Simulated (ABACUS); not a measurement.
Input of an ABACUS 3.10.1 run:

Contents of run_abacus.py:

```python
"""ABACUS run from a structure file: ASE reads it, the script writes STRU, KPT and INPUT."""
import re
import subprocess
import spglib
from ase import Atoms
from ase.io import read
from ase.units import Bohr

atoms = read("V.cif")
cell, frac, numbers = spglib.standardize_cell((atoms.cell[:], atoms.get_scaled_positions(), atoms.numbers), to_primitive=True, symprec=1e-4)
atoms = Atoms(numbers=numbers, cell=cell, scaled_positions=frac, pbc=True)  # the primitive cell
atoms = atoms[(-atoms.numbers).argsort(kind="stable")]  # ABACUS lists atoms element by element
pseudo = {'V': 'V_ONCV_PBE-1.2.upf'}
orbital = {'V': 'V_confined-atom_7au_3s2p2d1f.orb'}
magmoms = [2.0]
kmesh = [8, 8, 8]
params = {
    'suffix': 'V',
    'calculation': 'scf',
    'basis_type': 'lcao',
    'pseudo_dir': './',
    'orbital_dir': './',
    'symmetry': 1,
    'dft_functional': 'MGGA_X_R2SCAN+MGGA_C_R2SCAN',
    'ecutwfc': 100,
    'pseudo_rcut': 7,
    'nspin': 2,
    'nbands': 18,
    'ks_solver': 'genelpa',
    'smearing_method': 'fd',
    'smearing_sigma': 0.00367493,
    'scf_thr': 1e-07,
    'scf_nmax': 100,
    'mixing_type': 'broyden',
    'mixing_beta': 0.4,
    'cal_force': 1,
    'cal_stress': 1,
    'mixing_tau': 1,
    'out_mul': 1,
    'out_chg': 1,
}

symbols = atoms.get_chemical_symbols()
elements = list(dict.fromkeys(symbols))
lines = ["ATOMIC_SPECIES"] + [f"{e} {atoms.get_masses()[symbols.index(e)]:.4f} {pseudo[e]}" for e in elements]
if orbital:
    lines += ["", "NUMERICAL_ORBITAL"] + [orbital[e] for e in elements]
lines += ["", "LATTICE_CONSTANT", f"{1 / Bohr:.10f}", "", "LATTICE_VECTORS"]
lines += [" ".join(f"{x:.10f}" for x in v) for v in atoms.cell]
lines += ["", "ATOMIC_POSITIONS", "Direct"]
for e in elements:
    lines += ["", e, "0.0", str(symbols.count(e))]
    for i, p in enumerate(atoms.get_scaled_positions(wrap=False)):
        if symbols[i] == e:
            mag = "" if magmoms is None else " mag " + " ".join(str(x) for x in (magmoms[i] if isinstance(magmoms[i], list) else [magmoms[i]]))
            lines.append(" ".join(f"{x:.10f}" for x in p) + " 1 1 1" + mag)
open("STRU", "w").write("\n".join(lines) + "\n")
open("KPT", "w").write("K_POINTS\n0\nGamma\n%d %d %d 0 0 0\n" % tuple(kmesh))
open("INPUT", "w").write("INPUT_PARAMETERS\n" + "".join(f"{k:<20s}{v}\n" for k, v in params.items()))

done = subprocess.run(['mpirun', '-np', '4', 'abacus'])
if done.returncode:
    raise SystemExit(done.returncode)
log = open("OUT.V/running_scf.log").read()
print("final energy (eV):", re.findall(r"FINAL_ETOT_IS (\S+)", log))
```

V.cif

```cif
data_V
_cell_length_a 3.02870000
_cell_length_b 3.02870000
_cell_length_c 3.02870000
_cell_angle_alpha 90.00000000
_cell_angle_beta 90.00000000
_cell_angle_gamma 90.00000000
_space_group_name_H-M_alt 'Im-3m'
_space_group_name_Hall '-I 4 2 3'
_space_group_IT_number 229
loop_
_space_group_symop_operation_xyz
'x,y,z'
'-x,-y,-z'
'-y,x,z'
'y,-x,-z'
'-x,-y,z'
'x,y,-z'
'y,-x,z'
'-y,x,-z'
'x,-y,-z'
'-x,y,z'
'-y,-x,-z'
'y,x,z'
'-x,y,-z'
'x,-y,z'
'y,x,-z'
'-y,-x,z'
'z,x,y'
'-z,-x,-y'
'z,-y,x'
'-z,y,-x'
'z,-x,-y'
'-z,x,y'
'z,y,-x'
'-z,-y,x'
'-z,x,-y'
'z,-x,y'
'-z,-y,-x'
'z,y,x'
'-z,-x,y'
'z,x,-y'
'-z,y,x'
'z,-y,-x'
'y,z,x'
'-y,-z,-x'
'x,z,-y'
'-x,-z,y'
'-y,z,-x'
'y,-z,x'
'-x,z,y'
'x,-z,-y'
'-y,-z,x'
'y,z,-x'
'-x,-z,-y'
'x,z,y'
'y,-z,-x'
'-y,z,x'
'x,-z,y'
'-x,z,-y'
'x+1/2,y+1/2,z+1/2'
'-x+1/2,-y+1/2,-z+1/2'
'-y+1/2,x+1/2,z+1/2'
'y+1/2,-x+1/2,-z+1/2'
'-x+1/2,-y+1/2,z+1/2'
'x+1/2,y+1/2,-z+1/2'
'y+1/2,-x+1/2,z+1/2'
'-y+1/2,x+1/2,-z+1/2'
'x+1/2,-y+1/2,-z+1/2'
'-x+1/2,y+1/2,z+1/2'
'-y+1/2,-x+1/2,-z+1/2'
'y+1/2,x+1/2,z+1/2'
'-x+1/2,y+1/2,-z+1/2'
'x+1/2,-y+1/2,z+1/2'
'y+1/2,x+1/2,-z+1/2'
'-y+1/2,-x+1/2,z+1/2'
'z+1/2,x+1/2,y+1/2'
'-z+1/2,-x+1/2,-y+1/2'
'z+1/2,-y+1/2,x+1/2'
'-z+1/2,y+1/2,-x+1/2'
'z+1/2,-x+1/2,-y+1/2'
'-z+1/2,x+1/2,y+1/2'
'z+1/2,y+1/2,-x+1/2'
'-z+1/2,-y+1/2,x+1/2'
'-z+1/2,x+1/2,-y+1/2'
'z+1/2,-x+1/2,y+1/2'
'-z+1/2,-y+1/2,-x+1/2'
'z+1/2,y+1/2,x+1/2'
'-z+1/2,-x+1/2,y+1/2'
'z+1/2,x+1/2,-y+1/2'
'-z+1/2,y+1/2,x+1/2'
'z+1/2,-y+1/2,-x+1/2'
'y+1/2,z+1/2,x+1/2'
'-y+1/2,-z+1/2,-x+1/2'
'x+1/2,z+1/2,-y+1/2'
'-x+1/2,-z+1/2,y+1/2'
'-y+1/2,z+1/2,-x+1/2'
'y+1/2,-z+1/2,x+1/2'
'-x+1/2,z+1/2,y+1/2'
'x+1/2,-z+1/2,-y+1/2'
'-y+1/2,-z+1/2,x+1/2'
'y+1/2,z+1/2,-x+1/2'
'-x+1/2,-z+1/2,-y+1/2'
'x+1/2,z+1/2,y+1/2'
'y+1/2,-z+1/2,-x+1/2'
'-y+1/2,z+1/2,x+1/2'
'x+1/2,-z+1/2,y+1/2'
'-x+1/2,z+1/2,-y+1/2'
loop_
_atom_site_label
_atom_site_type_symbol
_atom_site_symmetry_multiplicity
_atom_site_Wyckoff_symbol
_atom_site_fract_x
_atom_site_fract_y
_atom_site_fract_z
_atom_site_occupancy
V1 V 2 a 0.0000000000 0.0000000000 0.0000000000 1
```

Potentials or basis: SG15 ONCV 1.2 PBE, DZP LCAO (the cutoffs set its grid).

Command:

```console
$ OMP_NUM_THREADS=1 python run_abacus.py > log
```

Question: Estimate the net moment.

Answer: 0.37 μB per cell.

Question: Predict the absolute moment.

Answer: 0.37 μB per cell.

Question: Predict the site moments.

Answer: V +0.37 μB.

Caveat: the k mesh is coarse (spacing up to 0.37 Å⁻¹), so the values aren't converged; the atomic orbitals were generated for these runs and aren't a published set.
